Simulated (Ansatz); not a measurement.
# Hf3TiO8: what a guessed cell relaxes into

Aim: relax a trial structure of Hf3TiO8 and see where it ends.

Method: DFT PBE, scalar-relativistic, plane waves, PAW, in Ansatz 0.2.0.

## Step 1: Starting point

Symmetry: P4/mmm, No. 123, tetragonal system. Conventional cell: a = 3.721 Å, b = 3.721 Å, c = 10.524 Å, α = 90.00°, β = 90.00°, γ = 90.00°. Around Hf (site symmetry 4mm) lie 8 O at 2.28 Å. Hf (site symmetry 4/mmm) is surrounded by 8 O at 2.28 Å. Ti (site symmetry 4/mmm) has 8 O at 2.28 Å as nearest neighbours. Around O (site symmetry 2mm) lie 2 Hf at 2.28 Å and 2 Ti at 2.28 Å. Around O (site symmetry 2mm) lie 4 Hf at 2.28 Å.

Structure file:

```
CELL_PARAMETERS angstrom
3.72071 0.00000 0.00000
0.00000 3.72071 0.00000
0.00000 0.00000 10.52374
ATOMIC_POSITIONS crystal
Hf 0.50000 0.50000 0.25000
Hf 0.00000 0.00000 0.50000
Hf 0.50000 0.50000 0.75000
Ti 0.00000 0.00000 0.00000
O 0.50000 0.00000 0.12500
O 0.00000 0.50000 0.37500
O 0.50000 0.00000 0.62500
O 0.00000 0.50000 0.87500
O 0.50000 0.00000 0.37500
O 0.00000 0.50000 0.62500
O 0.50000 0.00000 0.87500
O 0.00000 0.50000 0.12500
```

The start is an ordering of an alloy on its end members' structure types: elements ordered on the sites of the HfO2 type, Hf/Ti on Hf (P4/mmm, No. 123).

## Step 2: Probe: one point on a coarse mesh

File input.yaml:

```yaml
crystal:
  lattice:
    - [3.72070528, 0.0, 0.0]
    - [0.0, 3.72070528, 0.0]
    - [0.0, 0.0, 10.52374373]
  atoms:
    - { symbol: Hf, position: [0.5, 0.5, 0.25] }
    - { symbol: Hf, position: [0.0, 0.0, 0.5] }
    - { symbol: Hf, position: [0.5, 0.5, 0.75] }
    - { symbol: Ti, position: [0.0, 0.0, 0.0], spin: 1.0 }
    - { symbol: O, position: [0.5, 0.0, 0.125] }
    - { symbol: O, position: [0.0, 0.5, 0.375] }
    - { symbol: O, position: [0.5, 0.0, 0.625] }
    - { symbol: O, position: [0.0, 0.5, 0.875] }
    - { symbol: O, position: [0.5, 0.0, 0.375] }
    - { symbol: O, position: [0.0, 0.5, 0.625] }
    - { symbol: O, position: [0.5, 0.0, 0.875] }
    - { symbol: O, position: [0.0, 0.5, 0.125] }
basis:
  ecutwfc: 420
kpoints:
  mp_grid: { grid: [6, 6, 2] }
hamiltonian:
  xc: pbe
scf:
  occupations: { method: gaussian, width: 0.1 }
  lower_state_search: "off"
output:
  forces: true
  stress: true
  eigenvalues: true
  populations: true
magnetization:
  spin_polarized: true
```

Run with:

```bash
$ ansatz run input.yaml --threads 1 --pin off --max-ram 2560MiB --backend cpu --events-out ev --progress --plain --runs-dir out
```

Further runs follow: coarse relaxation; full relaxation.

Q: Predict the outcome of this session. Wanted: conventional cell; volume; energy over the elements; gap on the mesh.

The runs gave:

| quantity | value |
| --- | --- |
| symmetry at the end (tolerance 0.02 Å) | space group P4/mmm (No. 123) |
| conventional cell | a = 3.563 Å, b = 3.563 Å, c = 10.076 Å, α = 90.00°, β = 90.00°, γ = 90.00° |
| volume | 10.66 Å³/atom |
| energy over the elements (uncorrected; H, N, O, F and Cl as molecules) | -3.19 eV/atom |
| gap on the mesh | 1.40 eV |

The space group P4/mmm (No. 123) is kept, and the volume per atom shrinks by 12.2 % from the first guess. A negative formation energy is needed for stability but isn't enough; other structures and compounds were not set against it here. No finished test with a distortion of lower symmetry is shown, so the end may be a saddle point. These runs have no spin-orbit coupling; with Hf it would split and shift bands. Other magnetic orders were not searched.
